In rock-salt MgS, every magnesium ion sits midway between sulfur neighbours. Here the whole magnesium sublattice is pushed along a line while the sulfur ions and the cell stay put. The pushes on one side are known. What do energy, force, pressure and gap become when the magnesium goes 0.25 or 0.5 Å the other way?

Rock-salt MgS (two-atom cell, Fm-3m before displacement, cubic a = 5.203 Å, not relaxed), with the Mg sublattice moved along Cartesian (0, −1, −1) and all else fixed. Ansatz 0.2.0, PBE, plane-wave PAW, scalar-relativistic, no spin polarisation, 420 eV cutoff, 8×8×8 k mesh, 0.05 eV Gaussian smearing. Energies are relative to zero displacement; pressure is positive in compression.

```
displacement (Å)  energy change (eV a cell)  force along direction (eV/Å summed over the moved atoms)  pressure (GPa)  gap on mesh (eV)
            -0.5                          ?                                                         ?               ?                 ?
           -0.25                          ?                                                         ?               ?                 ?
               0                      0.000                                                     0.000            1.16             2.790
          0.0625                      0.005                                                    -0.175            1.29             2.791
           0.125                      0.022                                                    -0.357            1.68             2.794
          0.1875                      0.050                                                    -0.552            2.33             2.799
          0.3125                      0.146                                                    -1.000            4.40             2.815
           0.375                      0.217                                                    -1.261            5.82             2.827
          0.4375                      0.305                                                    -1.547            7.49             2.840
```

**The row at zero.** Only this row has the space group Fm-3m named above; every shift of the magnesium lowers the symmetry. The force vanishes here because opposite neighbours pull equally, so its zero is no sign of a relaxed cell. The pressure of 1.16 GPa shows that the cell is slightly too small for this PBE calculation. Symmetry also settles how the two sides are related. Reflect the crystal through a sulfur site: the sulfur lattice falls onto itself, while magnesium shifted one way becomes magnesium shifted the other way. Energy, pressure and gap must therefore be the same on both sides, and the force must change sign.

**From 0.0625 to 0.4375 Å.** At each of these displacements the energy lies above that of the centred crystal, and the negative force pushes magnesium back. An ideal spring would give the same restoring force per ångström throughout. Instead it grows from 2.80 eV/Å² at 0.0625 Å to 3.54 eV/Å² at 0.4375 Å, about a quarter more.

The ionic picture, argued here and not tested by the table, suggests where the stiffening may come from. The shift shortens two of the six Mg–S contacts, lengthens two and hardly alters the others. Repulsion between ions rises ever more steeply as they approach. In a head-on approach, a shortened contact would therefore gain more stiffness than a lengthened one loses. Here the magnesium moves diagonally and also slips sideways past these sulfurs, which offsets much of the gain. The attraction between the opposite charges changes as well, and the table can't separate the shares.

Whether the centre is stable at all is a contest. Repulsion resists the shift, while long-range forces between the electric dipoles it creates favour it. In cubic barium titanate a small shift of titanium against oxygen lowers the energy, because there the dipole forces win; in MgS repulsion keeps the upper hand.

**The pressure column.** Pressure climbs to 7.49 GPa at 0.4375 Å although the volume never changes. In the ionic picture, steep repulsion is the likely cause: one short and one long contact together push harder on the cell than two equal ones. A crystal under this extra pressure would gain by expanding, and expansion makes the shift easier. The pressure data imply that 1 % more volume lowers the initial spring constant by about 6 %. A fully relaxed, slightly larger cell would thus hold its magnesium a little less stiffly.

**Back to the top two rows.** For the forecast, the restoring force on the known rows was fitted with the first, third and fifth powers of the displacement u. Adding up force times distance then gives the energy:

E = k u²/2 + b u⁴/4 + c u⁶/6

with k = 2.785 eV/Å², b = 4.60 eV/Å⁴ and c = −3.54 eV/Å⁶. At u = −0.5 Å, which took no part in the fit, the three terms are 0.348, 0.072 and −0.009 eV. Their sum is 0.411 eV, 18 % above the energy of the ideal spring.

Pressure was fitted with a constant and the second and fourth powers of u, the gap with a constant and the second power. Both energies should be positive, with no off-centre well, and both forces positive, pointing back to the centre. Pressure and gap should exceed their values at zero.

| Forecast | −0.25 Å | −0.5 Å |
|---|---|---|
| energy change, eV | 0.091 ± 0.002 | 0.411 ± 0.006 |
| force, eV/Å | 0.765 ± 0.005 | 1.86 ± 0.03 |
| pressure, GPa | 3.24 ± 0.02 | 9.41 ± 0.08 |
| gap, eV | 2.806 ± 0.002 | 2.855 ± 0.008 |

The nearer row lies between known distances. The farther one lies just beyond them, hence its wider ranges. The gap carries the main risk: if another band edge took over, its smooth curve would bend.

The withheld rows as computed:

```
displacement (Å)  energy change (eV a cell)  force along direction (eV/Å summed over the moved atoms)  pressure (GPa)  gap on mesh (eV)
            -0.5                      0.411                                                     1.859            9.41             2.857
           -0.25                      0.091                                                     0.765            3.24             2.806
```

**What came out.** All eight values fall within their ranges. At −0.25 Å the four forecasts agree with the table to its last printed digit, and so do energy and pressure at −0.5 Å. The remaining two forecasts are slightly low: the force by 0.002 eV/Å (it was 1.857 eV/Å before rounding) and the gap by 0.002 eV. The gap grows a little faster than the square of the displacement at this distance, which its simple formula can't follow, but it shows no sharp bend. Why the gap widens can't be read from the table, and PBE makes the gap itself too small.

The force at −0.5 Å also shows why the fifth power was worth having. Without it the fit gives 1.882 eV/Å, too high by about 1 % of the computed force. That value would still have lain inside my range, so the range was generous.

The hits confirm that the calculation treats both directions alike and that the fitted curves carry a short way past their last point. They don't test the repulsion picture, since symmetry would demand equal energies whatever held the magnesium in place. The fits and their misses are printed below.

The analysis program printed:

```
restoring force per displacement, known rows outward, eV/Å²: 2.8, 2.856, 2.944, 3.2, 3.363, 3.536
pressure rise per displacement squared, known rows outward, GPa/Å²: 33.28, 33.28, 33.28, 33.18, 33.14, 33.07
fit of force_along_direction on 7 rows: coefficient of u -2.785 +/- 0.0014, coefficient of u3 -4.6 +/- 0.026, coefficient of u5 3.54 +/- 0.11; rms 0.000168, worst 0.3125 -0.000246, leave-one-out rms 0.000514
  rows outside the fit (model, value, miss): -0.5 1.857, 1.859, -0.00197; -0.25 0.7648, 0.765, -0.000248
fit of force_along_direction on 7 rows: coefficient of u -2.823 +/- 0.013, coefficient of u3 -3.764 +/- 0.089; rms 0.0028, worst 0.375 0.00388, leave-one-out rms 0.00642
  rows outside the fit (model, value, miss): -0.5 1.882, 1.859, 0.023; -0.25 0.7646, 0.765, -0.000445
fit of energy_change on 7 rows: coefficient of eint 1 +/- 0.00084; rms 0.000314, worst 0.3125 0.000477, leave-one-out rms 0.000416
  rows outside the fit (model, value, miss): -0.5 0.411, 0.411, -1.99e-05; -0.25 0.09143, 0.091, 0.000425
fit of pressure on 7 rows: constant 1.16 +/- 0.00037, coefficient of u2 33.3 +/- 0.013, coefficient of u4 -1.214 +/- 0.068; rms 0.000453, worst 0.3125 0.000797, leave-one-out rms 0.00098
  rows outside the fit (model, value, miss): -0.5 9.41, 9.41, 0.000145; -0.25 3.237, 3.24, -0.00321
fit of gap_on_mesh on 7 rows: constant 2.79 +/- 0.00014, coefficient of u2 0.2617 +/- 0.0014; rms 0.000215, worst 0.3125 0.000448, leave-one-out rms 0.000275
  rows outside the fit (model, value, miss): -0.5 2.855, 2.857, -0.00168; -0.25 2.806, 2.806, 0.000247
harmonic energy alone at -0.5 Å, eV: 0.3482
forecast energy above the harmonic one at -0.5 Å, percent: 18.04
shortened Mg-S contacts at -0.5 Å, Å: 2.276
nearly unchanged Mg-S contacts at -0.5 Å, Å: 2.649
lengthened Mg-S contacts at -0.5 Å, Å: 2.976
change of force constant for 1 percent more volume, percent: -5.923
harmonic transverse optical frequency, 1/cm: 234
```
